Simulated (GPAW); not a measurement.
# NaF (Villiaumite) (Fm-3m) in GPAW: notebook

The runs below take NaF (Villiaumite) through single point, relaxation of cell and atoms, with LDA, PBEsol, PBEsol+D3, PBEsol+D3(BJ), PBEsol+D3(BJ)+ATM.

All numbers are computed with GPAW 26.7.0; they aren't measurements. Logs are shortened: lines on timing, memory, paths and dates and some standing lists are left out, and cuts for length are marked. The log counts tension as positive stress, the text compression.

## Step 1: Starting point

Symmetry: Fm-3m, No. 225, cubic system. Conventional cell: a = 4.640 Å, b = 4.640 Å, c = 4.640 Å, α = 90.00°, β = 90.00°, γ = 90.00°. Na (site symmetry m-3m) has 6 F at 2.32 Å as nearest neighbours. Around F (site symmetry m-3m) lie 6 Na at 2.32 Å.

## Step 2: Single point, LDA

run.py

```python
from ase import Atoms
from ase.dft.bandgap import bandgap
from ase.io import write
from ase.units import GPa
from gpaw import GPAW, PW

atoms = Atoms(['Na', 'F'],
              cell=[[0.0, 2.32, 2.32],
                    [2.32, 0.0, 2.32],
                    [2.32, 2.32, 0.0]],
              scaled_positions=[[0.0, 0.0, 0.0],
                                [0.5, 0.5, 0.5]],
              pbc=True)

calc = GPAW(mode=PW(600),
            xc='LDA',
            kpts={'size': (8, 8, 8), 'gamma': True},
            occupations={'name': 'fermi-dirac', 'width': 0.05},
            nbands=15,
            maxiter=120,
            txt='gpaw.txt')
atoms.calc = calc
energy = atoms.get_potential_energy()
forces = atoms.get_forces()
stress = atoms.get_stress()
calc.write('gs.gpw')
write('result.traj', atoms)
print(f'Energy: {energy:.6f} eV')
print('Forces (eV/A):')
print(forces.round(4))
print('Stress (GPa):', (stress / GPa).round(3))
print('Fermi level:', round(calc.get_fermi_level(), 4), 'eV')
print(f'Gap: {bandgap(calc)[0]:.4f} eV, direct: {bandgap(calc, direct=True)[0]:.4f} eV')
```

Potentials or basis: the program's PAW data sets (release 1.2.1) made for this functional, pw.

On the command line:

```bash
$ OMP_NUM_THREADS=1 python run.py
```

gpaw.txt:

```text
__  _  _
 | _ |_)|_||  |
 |__||  | ||/\| - 26.7.0

Input parameters:
  mode=PW(ecut=600.0),
  kpts=MonkhorstPack(size=(8, 8, 8), gamma=True),
  maxiter=120,
  nbands=15,
  occupations=Occupations(name='fermi-dirac', width=0.05),
  xc=XC(name='LDA')

Diagonalizing LCAO Hamiltonian
Converting LCAO to pw mode

               F

       Na

Atoms  # Å, Bohr magnetons
|   | symbol |        x |        y |        z |    initial magnetic moments |
|---|--------|----------|----------|----------|-----------------------------|
| 0 |     Na | 0.000000 | 0.000000 | 0.000000 | ( 0.0000,  0.0000,  0.0000) |
| 1 |      F | 2.320000 | 2.320000 | 2.320000 | ( 0.0000,  0.0000,  0.0000) |

Unit cell  # Å
| periodic |        x |        y |        z |  lengths |    angles |
|----------|----------|----------|----------|----------|-----------|
|      yes | 0.000000 | 2.320000 | 2.320000 | 3.280975 | 60.000000 |
|      yes | 2.320000 | 0.000000 | 2.320000 | 3.280975 | 60.000000 |
|      yes | 2.320000 | 2.320000 | 0.000000 | 3.280975 | 60.000000 |

Number of symmetries: 48
Symmetry operations  # r_c * U_cc + t_c -> r_c
|    | kind |            matrix            |
|----|------|------------------------------|
|  0 |  σ   |  1, 0, 0,  1, 0,-1,  1,-1, 0 |
|  1 |  C2  |  1, 0, 0,  1,-1, 0,  1, 0,-1 |
|  2 |  E   |  1, 0, 0,  0, 1, 0,  0, 0, 1 |
|  3 |  σ   |  1, 0, 0,  0, 0, 1,  0, 1, 0 |
|  4 |  C4  |  1, 0,-1,  1, 0, 0,  1,-1, 0 |
|  5 |  S6  |  1, 0,-1,  1,-1, 0,  1, 0, 0 |
|  6 |  σ   |  1, 0,-1,  0, 1,-1,  0, 0,-1 |
|  7 |  C3  |  1, 0,-1,  0, 0,-1,  0, 1,-1 |
|  8 |  S6  |  1,-1, 0,  1, 0, 0,  1, 0,-1 |
|  9 |  C4  |  1,-1, 0,  1, 0,-1,  1, 0, 0 |
| 10 |  C3  |  1,-1, 0,  0,-1, 1,  0,-1, 0 |
| 11 |  σ   |  1,-1, 0,  0,-1, 0,  0,-1, 1 |
| 12 |  σ   |  0, 1, 0,  1, 0, 0,  0, 0, 1 |
| 13 |  C4  |  0, 1, 0,  0, 1,-1, -1, 1, 0 |
| 14 |  C3  |  0, 1, 0,  0, 0, 1,  1, 0, 0 |
| 15 |  S6  |  0, 1, 0, -1, 1, 0,  0, 1,-1 |
| 16 |  C2  |  0, 1,-1,  1, 0,-1,  0, 0,-1 |
| 17 |  σ   |  0, 1,-1,  0, 1, 0, -1, 1, 0 |
| 18 |  S4  |  0, 1,-1,  0, 0,-1,  1, 0,-1 |
| 19 |  C4  |  0, 1,-1, -1, 1, 0,  0, 1, 0 |
| 20 |  C3  |  0, 0, 1,  1, 0, 0,  0, 1, 0 |
| 21 |  σ   |  0, 0, 1,  0, 1, 0,  1, 0, 0 |
| 22 |  S6  |  0, 0, 1,  0,-1, 1, -1, 0, 1 |
| 23 |  C4  |  0, 0, 1, -1, 0, 1,  0,-1, 1 |
| 24 |  S4  |  0, 0,-1,  1, 0,-1,  0, 1,-1 |
| 25 |  C3  |  0, 0,-1,  0, 1,-1,  1, 0,-1 |
| 26 |  C2  |  0, 0,-1,  0,-1, 0, -1, 0, 0 |
| 27 |  S6  |  0, 0,-1, -1, 0, 0,  0,-1, 0 |
| 28 |  S4  |  0,-1, 1,  1,-1, 0,  0,-1, 0 |
| 29 |  C4  |  0,-1, 1,  0, 0, 1, -1, 0, 1 |
| 30 |  C2  |  0,-1, 1,  0,-1, 0,  1,-1, 0 |
| 31 |  σ   |  0,-1, 1, -1, 0, 1,  0, 0, 1 |
| 32 |  C3  |  0,-1, 0,  1,-1, 0,  0,-1, 1 |
| 33 |  S6  |  0,-1, 0,  0, 0,-1, -1, 0, 0 |
| 34 |  S4  |  0,-1, 0,  0,-1, 1,  1,-1, 0 |
| 35 |  C2  |  0,-1, 0, -1, 0, 0,  0, 0,-1 |
| 36 |  C2  | -1, 1, 0,  0, 1, 0,  0, 1,-1 |
| 37 |  S6  | -1, 1, 0,  0, 1,-1,  0, 1, 0 |
| 38 |  S4  | -1, 1, 0, -1, 0, 1, -1, 0, 0 |
| 39 |  C3  | -1, 1, 0, -1, 0, 0, -1, 0, 1 |
| 40 |  S6  | -1, 0, 1,  0, 0, 1,  0,-1, 1 |
| 41 |  C2  | -1, 0, 1,  0,-1, 1,  0, 0, 1 |
| 42 |  C3  | -1, 0, 1, -1, 1, 0, -1, 0, 0 |
| 43 |  S4  | -1, 0, 1, -1, 0, 0, -1, 1, 0 |
| 44 |  C2  | -1, 0, 0,  0, 0,-1,  0,-1, 0 |
| 45 |  i   | -1, 0, 0,  0,-1, 0,  0, 0,-1 |
| 46 |  σ   | -1, 0, 0, -1, 1, 0, -1, 0, 1 |
| 47 |  C2  | -1, 0, 0, -1, 0, 1, -1, 1, 0 |

BZ-sampling:
  Number of BZ points: 512
  Number of IBZ points: 29

  Monkhorst-Pack size: [8, 8, 8]
  Monkhorst-Pack shift: [0.0625, 0.0625, 0.0625]

K-points  # in reciprocal-cell coordinates
|     |                                coordinates |     weight |
|-----|--------------------------------------------|------------|
|   0 | (  0.00000000,   0.00000000,   0.00000000) | 0.00195312 |
|   1 | (  0.12500000,   0.12500000,   0.00000000) | 0.01171875 |
|   2 | (  0.12500000,   0.12500000,   0.12500000) | 0.01562500 |
|   3 | (  0.25000000,   0.12500000,   0.12500000) | 0.02343750 |
|   4 | (  0.25000000,   0.25000000,   0.00000000) | 0.01171875 |
|   5 | (  0.25000000,   0.25000000,   0.12500000) | 0.04687500 |
|   6 | (  0.25000000,   0.25000000,   0.25000000) | 0.01562500 |
|   7 | (  0.37500000,   0.25000000,  -0.37500000) | 0.04687500 |
|   8 | (  0.37500000,   0.25000000,   0.12500000) | 0.04687500 |
|   9 | (  0.37500000,   0.25000000,   0.25000000) | 0.04687500 |
| ... |                                            |            |
|  28 | (  0.50000000,   0.50000000,   0.50000000) | 0.00781250 |

Plane wave coefficients: 869
Cutoff: 600.0 eV

Spin-components: 1 (collinear spins)
Bands:           15
Projectors:      10
Spin-degeneracy: 2
Datatype:        complex128

Parallelization:
  kpt:    1
  domain: 1
  band:   1

Density:
  Valence electrons: 14.0
  Components: 1
  Grid points: [20 20 20]
  Charge: 0.0  # |e|

Potential:
  Grid points: [20 20 20]

species:
  Na:
    name:    Sodium
    Z:       11.0
    valence: 7
    core:    4
    charge:  0.0  # [|e|]
    compensation charges:
      type: gauss
      rc: 0.37  # [Å]
      lmax: 2
    cutoffs:
      filter: 2.17  # [Å]
      core: 2.59  # [Å]
    projectors
    | kind |    occ | energy [eV] | rcut [Å] |
    |------|--------|-------------|----------|
    |   3s |  1.000 |      -2.819 |    1.201 |
    |   2p |  6.000 |     -28.826 |    1.217 |
    |   3p |  0.000 |      -0.774 |    1.217 |
    |    s |        |      24.392 |    1.201 |
    |    d |        |       0.000 |    1.238 |

    Using partial waves for Na as LCAO basis

  F:
    name:    Fluorine
    Z:       9.0
    valence: 7
    core:    2
    charge:  0.0  # [|e|]
    compensation charges:
      type: gauss
      rc: 0.20  # [Å]
      lmax: 2
    cutoffs:
      filter: 1.14  # [Å]
      core: 0.74  # [Å]
    projectors
    | kind |    occ | energy [eV] | rcut [Å] |
    |------|--------|-------------|----------|
    |   2s |  2.000 |     -29.647 |    0.635 |
    |   2p |  5.000 |     -11.293 |    0.635 |
    |    s |        |      -2.435 |    0.635 |
    |    p |        |      15.918 |    0.635 |
    |    d |        |       0.000 |    0.635 |

    Using partial waves for F as LCAO basis

Reference energy: -7097.667336  # eV

eigensolver:
  PPCG
  Converge bands: occupied
  niter=2

density mixing:
  MSR1-Mixer
  Pratt-step length: 0.05
  Maximum mixing coefficient: 0.75
  Old densities: 10
  SVD Regularization: 0.005
  Good broyden scale: 1.0
  Trust region scale: 1.0
  Backstep threshold: 4.0
  History deletion threshold: 6.0
  Fourier metric: weight=20.0, sigma=0.015

occupation numbers:
  Fermi-Dirac:
    width: 0.0500  # eV

poisson solver:
  ecut: 4800.0  # eV

xc functional:
  name: None

convergence criteria:
- Maximum [total energy] change in last 3 cyles: 0.0005 eV / valence electron
- Maximum integral of absolute [dens]ity change: 0.0001 electrons / valence electron
- Maximum integral of absolute [eigenst]ate change: 4e-08 eV^2 / valence electron
maximum number of iterations: 120

SCF iterations
|iter     | |      energy | eigst |  dens |
|---------|-|-------------|-------|-------|
|iter:   1| |   -9.687501 | -0.47 |       |
|iter:   2| |   -9.572550 | -2.82 | -1.19 |
|iter:   3| |   -9.241895 | -1.43 | -1.23 |
|iter:   4| |   -9.234411 | -3.66 | -1.63 |
|iter:   5| |   -9.232824 | -4.02 | -1.92 |
|iter:   6| |   -9.232821c| -6.25 | -2.98 |
|iter:   7| |   -9.232825c| -6.64 | -3.35 |
|iter:   8| |   -9.232825c| -8.86c| -4.40c|

Converged in 8 steps
Energy contributions relative to reference atoms: (reference = -7097.667336)

Energy contributions:
  Kinetic:          10.014463
  Coulomb:          -9.809338
  Zero:              0.151697
  External:          0.000000
  Xc:               -9.589647
  Entropy:          -0.000000
  Spinorbit:         0.000000
  ----------------------------
  Free energy:      -9.232825
  Extrapolated:     -9.232825

dipole moment: (-4.363830, -4.363830, -4.363830)  # |e|*Ang

Fermi level: -0.204
Eigenvalues  # (at kpt = [0.000, 0.000, 0.000])
| band index |      eig [eV] | occ [0-2] |
|------------|---------------|-----------|
|          0 |       -20.994 |     2.000 |
|          1 |       -20.957 |     2.000 |
|          2 |       -20.957 |     2.000 |
|          3 |       -20.957 |     2.000 |
|          4 |        -2.194 |     2.000 |
|          5 |        -2.194 |     2.000 |
|          6 |        -2.194 |     2.000 |
|          7 |         3.751 |     0.000 |
|          8 |        16.335 |     0.000 |
|          9 |        16.335 |     0.000 |
|         10 |        16.335 |     0.000 |
|         11 |        19.147 |     0.000 |
|         12 |        21.378 |     0.000 |
|         13 |        21.378 |     0.000 |
|         14 |        24.527 |     0.000 |

Gap: 5.945 eV
Transition (v -> c):
  (s=0, k=0, n=6, [0.00, 0.00, 0.00]) -> (s=0, k=0, n=7, [0.00, 0.00, 0.00])
No difference between direct/indirect transitions

Forces  # eV/Ang
|        x |        y |        z |
|----------|----------|----------|
| -0.00000 | -0.00000 |  0.00000 |  # Na   0
|  0.00000 | -0.00000 | -0.00000 |  # F    1

Stress tensor  # eV/Ang^3
|        x |         y |         z |
|----------|-----------|-----------|
| 0.026277 |  0.000000 |  0.000000 |
| 0.000000 |  0.026277 | -0.000000 |
| 0.000000 | -0.000000 |  0.026277 |

# Writing to gs.gpw (mode='')
```

Run time: 6.4 s. Hardware: 1 thread of Arm Neoverse V2, shared host; peak memory 0.13 GiB.

Results:

| Quantity | Value |
| --- | --- |
| Free energy | -9.2328 eV |
| Pressure | -4.2 GPa |
| Band gap on the k mesh | 5.94 eV, direct |

Caveat: the cutoff is short for stress and forces, so pressures can be off by a GPa or more. LDA gaps usually lie below the measured ones, often by a third to a half.

## Step 3: Relaxation of cell and atoms, PBEsol

run.py

```python
from ase import Atoms
from ase.filters import FrechetCellFilter
from ase.io import write
from ase.optimize import BFGS
from gpaw import GPAW, PW, setup_paths

setup_paths.insert(0, '.')

atoms = Atoms(['Na', 'F'],
              cell=[[0.0, 2.32, 2.32],
                    [2.32, 0.0, 2.32],
                    [2.32, 2.32, 0.0]],
              scaled_positions=[[0.0, 0.0, 0.0],
                                [0.5, 0.5, 0.5]],
              pbc=True)

calc = GPAW(mode=PW(800),
            xc='PBEsol',
            kpts={'size': (10, 10, 10), 'gamma': True},
            occupations={'name': 'fermi-dirac', 'width': 0.05},
            nbands=15,
            convergence={'density': 1e-05, 'forces': 0.0001},
            maxiter=150,
            txt='gpaw.txt')
atoms.calc = calc
opt = BFGS(FrechetCellFilter(atoms), trajectory='relax.traj', logfile='-')
done = opt.run(fmax=0.02, steps=60)
calc.write('gs.gpw')
write('result.traj', atoms)
print('Converged:', done)
print('Cell:', atoms.cell.cellpar().round(4))
print('Volume:', round(atoms.get_volume(), 4))
print(atoms.get_scaled_positions().round(5))
```

Potentials or basis: PAW data sets generated in the run's folder for this functional, pw.

On the command line:

```bash
$ gpaw-setup -f PBEsol F Na
$ OMP_NUM_THREADS=1 python run.py
```

gpaw.txt:

```text
__  _  _
 | _ |_)|_||  |
 |__||  | ||/\| - 26.7.0

Input parameters:
  mode=PW(ecut=800.0),
  convergence={'density': 1e-05, 'forces': 0.0001},
  kpts=MonkhorstPack(size=(10, 10, 10), gamma=True),
  maxiter=150,
  nbands=15,
  occupations=Occupations(name='fermi-dirac', width=0.05),
  xc=XC(name='PBEsol')

Diagonalizing LCAO Hamiltonian
Converting LCAO to pw mode

               F

       Na

Atoms  # Å, Bohr magnetons
|   | symbol |        x |        y |        z |    initial magnetic moments |
|---|--------|----------|----------|----------|-----------------------------|
| 0 |     Na | 0.000000 | 0.000000 | 0.000000 | ( 0.0000,  0.0000,  0.0000) |
| 1 |      F | 2.320000 | 2.320000 | 2.320000 | ( 0.0000,  0.0000,  0.0000) |

Unit cell  # Å
| periodic |        x |        y |        z |  lengths |    angles |
|----------|----------|----------|----------|----------|-----------|
|      yes | 0.000000 | 2.320000 | 2.320000 | 3.280975 | 60.000000 |
|      yes | 2.320000 | 0.000000 | 2.320000 | 3.280975 | 60.000000 |
|      yes | 2.320000 | 2.320000 | 0.000000 | 3.280975 | 60.000000 |

Number of symmetries: 48
Symmetry operations  # r_c * U_cc + t_c -> r_c
|    | kind |            matrix            |
|----|------|------------------------------|
|  0 |  σ   |  1, 0, 0,  1, 0,-1,  1,-1, 0 |
|  1 |  C2  |  1, 0, 0,  1,-1, 0,  1, 0,-1 |
|  2 |  E   |  1, 0, 0,  0, 1, 0,  0, 0, 1 |
|  3 |  σ   |  1, 0, 0,  0, 0, 1,  0, 1, 0 |
|  4 |  C4  |  1, 0,-1,  1, 0, 0,  1,-1, 0 |
|  5 |  S6  |  1, 0,-1,  1,-1, 0,  1, 0, 0 |
|  6 |  σ   |  1, 0,-1,  0, 1,-1,  0, 0,-1 |
|  7 |  C3  |  1, 0,-1,  0, 0,-1,  0, 1,-1 |
|  8 |  S6  |  1,-1, 0,  1, 0, 0,  1, 0,-1 |
[... 172 lines left out ...]
SCF iterations
|iter     | |      energy | eigst |  dens |force |
|---------|-|-------------|-------|-------|------|
|iter:   1| |   -9.137749 | -0.52 |       |      |
|iter:   2| |   -9.029502 | -2.71 | -1.19 |      |
|iter:   3| |   -8.727088 | -1.20 | -1.23 |      |
|iter:   4| |   -8.728481 | -3.64 | -1.63 |      |
|iter:   5| |   -8.732350c| -3.50 | -1.91 |      |
|iter:   6| |   -8.732433c| -5.21 | -2.92 |      |
|iter:   7| |   -8.732462c| -5.82 | -3.29 |      |
|iter:   8| |   -8.732462c| -7.60c| -4.19 |      |
|iter:   9| |   -8.732462c| -8.08c| -4.96 |      |
|iter:  10| |   -8.732462c| -8.46c| -5.42c|      |
[... 312 lines left out ...]
No difference between direct/indirect transitions

Stress tensor  # eV/Ang^3
|        x |         y |         z |
|----------|-----------|-----------|
| 0.006494 |  0.000000 |  0.000000 |
| 0.000000 |  0.006494 | -0.000000 |
| 0.000000 | -0.000000 |  0.006494 |

Forces  # eV/Ang
|       x |       y |        z |
|---------|---------|----------|
| 0.00000 | 0.00000 | -0.00000 |  # Na   0
| 0.00000 | 0.00000 |  0.00000 |  # F    1

Interpolating wave functions to new cell

              F

       Na

Atoms  # Å, Bohr magnetons
|   | symbol |        x |         y |         z |    initial magnetic moments |
|---|--------|----------|-----------|-----------|-----------------------------|
| 0 |     Na | 0.000000 | -0.000000 | -0.000000 | ( 0.0000,  0.0000,  0.0000) |
| 1 |      F | 2.302455 |  2.302455 |  2.302455 | ( 0.0000,  0.0000,  0.0000) |

Unit cell  # Å
| periodic |        x |        y |        z |  lengths |    angles |
|----------|----------|----------|----------|----------|-----------|
|      yes | 0.000000 | 2.302455 | 2.302455 | 3.256163 | 60.000000 |
|      yes | 2.302455 | 0.000000 | 2.302455 | 3.256163 | 60.000000 |
|      yes | 2.302455 | 2.302455 | 0.000000 | 3.256163 | 60.000000 |

Number of symmetries: 48
Symmetry operations  # r_c * U_cc + t_c -> r_c
|    | kind |            matrix            |
|----|------|------------------------------|
|  0 |  σ   |  1, 0, 0,  1, 0,-1,  1,-1, 0 |
|  1 |  C2  |  1, 0, 0,  1,-1, 0,  1, 0,-1 |
|  2 |  E   |  1, 0, 0,  0, 1, 0,  0, 0, 1 |
|  3 |  σ   |  1, 0, 0,  0, 0, 1,  0, 1, 0 |
|  4 |  C4  |  1, 0,-1,  1, 0, 0,  1,-1, 0 |
|  5 |  S6  |  1, 0,-1,  1,-1, 0,  1, 0, 0 |
|  6 |  σ   |  1, 0,-1,  0, 1,-1,  0, 0,-1 |
|  7 |  C3  |  1, 0,-1,  0, 0,-1,  0, 1,-1 |
|  8 |  S6  |  1,-1, 0,  1, 0, 0,  1, 0,-1 |
[... 172 lines left out ...]
SCF iterations
|iter     | |      energy | eigst |  dens |force |
|---------|-|-------------|-------|-------|------|
|iter:   1| |   -8.766818 | -1.27 |       |      |
|iter:   2| |   -8.756027 | -3.54 | -1.80 |      |
|iter:   3| |   -8.729232 | -2.08 | -1.86 |      |
|iter:   4| |   -8.729650 | -4.72 | -2.84 |      |
|iter:   5| |   -8.729889c| -5.48 | -3.11 |      |
|iter:   6| |   -8.729891c| -7.02 | -4.18 |      |
|iter:   7| |   -8.729891c| -8.17c| -4.84 |      |
|iter:   8| |   -8.729891c| -8.30c| -5.43c|      |
|iter:   9| |   -8.729891c|-10.08c| -6.45c|-25.07c|

Converged in 9 steps
Energy contributions relative to reference atoms: (reference = -7113.995666)

Energy contributions:
  Kinetic:          11.377779
  Coulomb:         -10.656973
  Zero:              0.047946
  External:          0.000000
  Xc:               -9.498642
  Entropy:          -0.000000
  Spinorbit:         0.000000
  ----------------------------
  Free energy:      -8.729891
  Extrapolated:     -8.729891
[... 23 lines left out ...]
Gap: 6.280 eV
Transition (v -> c):
  (s=0, k=0, n=6, [0.00, 0.00, 0.00]) -> (s=0, k=0, n=7, [0.00, 0.00, 0.00])
No difference between direct/indirect transitions

Stress tensor  # eV/Ang^3
|         x |         y |         z |
|-----------|-----------|-----------|
| -0.000288 | -0.000000 | -0.000000 |
| -0.000000 | -0.000288 | -0.000000 |
| -0.000000 | -0.000000 | -0.000288 |

Forces  # eV/Ang
|       x |        y |        z |
|---------|----------|----------|
| 0.00000 | -0.00000 | -0.00000 |  # Na   0
| 0.00000 | -0.00000 |  0.00000 |  # F    1

# Writing to gs.gpw (mode='')
```

Run time: 47 s. Hardware: 1 thread of Intel Xeon Platinum 8375C at 2.90GHz (Ice Lake), shared host; peak memory 0.21 GiB.

What came out:

- Free energy: -8.7299 eV
- Relaxed volume: 12.21 Å³/atom
- Relaxed cell: a = 3.256 Å, b = 3.256 Å, c = 3.256 Å, α = 60.00°, β = 60.00°, γ = 60.00°
- Space group after relaxing (to 0.05 Å): Fm-3m (No. 225)
- Energy gained by relaxing: -1.3 meV/atom
- Ionic steps: 3
- Pressure after relaxing: 0.0 GPa
- Band gap on the k mesh: 6.28 eV, direct

The path:
| step | energy change (eV) | largest force (eV/Å) | pressure (GPa) | volume (Å³) |
| --- | --- | --- | --- | --- |
| 1 | 0.0000 | 0.0000 | -1.13 | 24.97 |
| 2 | 0.0000 | 0.0000 | -1.04 | 24.93 |
| 3 | 0.0026 | 0.0000 | 0.05 | 24.41 |

Final structure:
```
Na F
1.0
     0.00000    2.30245    2.30245
     2.30245    0.00000    2.30245
     2.30245    2.30245    0.00000
Na F
1 1
Direct
  0.00000 0.00000 0.00000
  0.50000 0.50000 0.50000
```

Caveat: later steps reuse the first step's grids.

[end of part 1 of 2]
